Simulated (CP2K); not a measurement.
Write the native input for CP2K 2026.2 that does the following.

| Quantity | Value |
| --- | --- |
| Task | band structure |
| Functional | LDA |
| Potentials or basis | GTH_POTENTIALS Zn GTH-PADE-q12, O GTH-PADE-q6; TZVP-MOLOPT-PBE-GTH basis |
| Density cutoff | 8163 eV |
| k mesh | 10 × 10 × 9 |
| Occupations | fermi-dirac, width 0.1 eV |
| Spin | no spin polarisation |
| SCF solver | diagonalisation with k points |
| Quickstep method | GPW |
| EPS_DEFAULT | 1.0E-10 |
| EPS_SCF | 1.0E-6 |
| MAX_SCF | 100 |
| SCF_GUESS | ATOMIC |
| k points reduced by the point group | yes |
| Mesh centred on Gamma | yes |
| CHOLESKY | OFF |
| EPS_EIGVAL | 1.0E-7 |
| MIXING METHOD | BROYDEN_MIXING |
| MIXING ALPHA | 0.4 |
| NBUFFER | 8 |
| NGRIDS | 4 |
| Basis sets | Zn TZVP-MOLOPT-PBE-GTH-q12, O TZVP-MOLOPT-PBE-GTH-q6 |
| Potentials | Zn GTH-PADE-q12 of GTH_POTENTIALS, O GTH-PADE-q6 of GTH_POTENTIALS |
| ADDED_MOS | [10] |
| Points a segment of the path (NPOINTS) | 10 |
| Bands added on the path | 2 |
| REL_CUTOFF (Ry) | 60 Ry |
| MIXING BETA (1/bohr) | 1.5 1/bohr |
| CUTOFF of the grids | 600 Ry |

Crystal: ZnO.

```xyz
2
Lattice="3.8072 0.0000 0.0000 -2.7281 2.6556 0.0000 0.0000 0.0000 2.8385" Properties=species:S:1:pos:R:3 pbc="T T T"
Zn    0.0000    0.0000    0.0000
O     0.5395    1.3278    1.4192
```

The cell was built by a generator and needn't be a form met in nature.

One way to write it, as run:

zno_bands.inp

```
&GLOBAL
  PROJECT zno_bands
  RUN_TYPE ENERGY_FORCE
  PRINT_LEVEL LOW
&END GLOBAL
&FORCE_EVAL
  METHOD QS
  STRESS_TENSOR ANALYTICAL
  &DFT
    BASIS_SET_FILE_NAME BASIS_MOLOPT_UZH
    POTENTIAL_FILE_NAME GTH_POTENTIALS
    &MGRID
      CUTOFF 600
      REL_CUTOFF 60
      NGRIDS 4
    &END MGRID
    &QS
      METHOD GPW
      EPS_DEFAULT 1.0E-10
    &END QS
    &KPOINTS
      SCHEME MONKHORST-PACK 10 10 9
      GAMMA_CENTERED T
      SYMMETRY T
      SYMMETRY_BACKEND SPGLIB
    &END KPOINTS
    &SCF
      SCF_GUESS ATOMIC
      EPS_SCF 1.0E-6
      MAX_SCF 100
      ADDED_MOS 10
      CHOLESKY OFF
      EPS_EIGVAL 1.0E-7
      &DIAGONALIZATION ON
        ALGORITHM STANDARD
      &END DIAGONALIZATION
      &MIXING ON
        METHOD BROYDEN_MIXING
        ALPHA 0.4
        BETA 1.5
        NBUFFER 8
      &END MIXING
      &SMEAR ON
        METHOD FERMI_DIRAC
        ELECTRONIC_TEMPERATURE [K] 1160.452
      &END SMEAR
    &END SCF
    &XC
      &XC_FUNCTIONAL
        &LDA_X
        &END LDA_X
        &LDA_C_PW
        &END LDA_C_PW
      &END XC_FUNCTIONAL
    &END XC
    &PRINT
      &KPOINTS ON
      &END KPOINTS
      &MULLIKEN ON
      &END MULLIKEN
      &MO ON
        ENERGIES T
        OCCUPATION_NUMBERS T
        &EACH
          QS_SCF 0
        &END EACH
        ADD_LAST NUMERIC
      &END MO
      &BAND_STRUCTURE
        FILE_NAME bands.bs
        ADDED_MOS 2
        &KPOINT_SET
          UNITS B_VECTOR
          NPOINTS 10
          SPECIAL_POINT GAMMA 0.00000000 0.00000000 0.00000000
          SPECIAL_POINT X 0.29128014 0.29128014 0.00000000
          SPECIAL_POINT S 0.00000000 0.50000000 0.00000000
          SPECIAL_POINT R 0.00000000 0.50000000 0.50000000
          SPECIAL_POINT A 0.29128014 0.29128014 0.50000000
          SPECIAL_POINT Z 0.00000000 0.00000000 0.50000000
          SPECIAL_POINT GAMMA 0.00000000 0.00000000 0.00000000
          SPECIAL_POINT Y -0.50000000 0.50000000 0.00000000
          SPECIAL_POINT X1 -0.29128014 0.70871986 0.00000000
          SPECIAL_POINT A1 -0.29128014 0.70871986 0.50000000
          SPECIAL_POINT T -0.50000000 0.50000000 0.50000000
          SPECIAL_POINT Y -0.50000000 0.50000000 0.00000000
        &END KPOINT_SET
        &KPOINT_SET
          UNITS B_VECTOR
          NPOINTS 10
          SPECIAL_POINT Z 0.00000000 0.00000000 0.50000000
          SPECIAL_POINT T -0.50000000 0.50000000 0.50000000
        &END KPOINT_SET
      &END BAND_STRUCTURE
    &END PRINT
  &END DFT
  &SUBSYS
    &CELL
      A 3.8071566240 0.0000000000 0.0000000000
      B -2.7280582648 2.6555865007 0.0000000000
      C 0.0000000000 0.0000000000 2.8384900000
      PERIODIC XYZ
    &END CELL
    &COORD
      SCALED
      Zn  0.0000000000 0.0000000000 0.0000000000
      O   0.5000000000 0.5000000000 0.5000000000
    &END COORD
    &KIND Zn
      BASIS_SET TZVP-MOLOPT-PBE-GTH-q12
      POTENTIAL GTH-PADE-q12
    &END KIND
    &KIND O
      BASIS_SET TZVP-MOLOPT-PBE-GTH-q6
      POTENTIAL GTH-PADE-q6
    &END KIND
    &PRINT
      &ATOMIC_COORDINATES ON
      &END ATOMIC_COORDINATES
      &CELL ON
      &END CELL
    &END PRINT
  &END SUBSYS
  &PRINT
    &FORCES ON
    &END FORCES
    &STRESS_TENSOR ON
    &END STRESS_TENSOR
  &END PRINT
&END FORCE_EVAL
```

Potentials or basis: GTH_POTENTIALS Zn GTH-PADE-q12, O GTH-PADE-q6; TZVP-MOLOPT-PBE-GTH basis.

Command:

```bash
$ OMP_NUM_THREADS=1 cp2k.psmp -i zno_bands.inp -o zno_bands.out
```

It gave:

```
Pressure               : -8.0 GPa
Band gap on the k mesh : none (metal or under the smearing width)
Mulliken charges       : Zn +0.62; O -0.62 e
```

Caveat: Mulliken charges move with the basis; the basis of atomic orbitals isn't converged, which shifts pressures, moduli and gaps.

Wall time 110 s on 1 thread of Arm Neoverse V2, with other jobs on the host, peak memory 0.4 GiB.
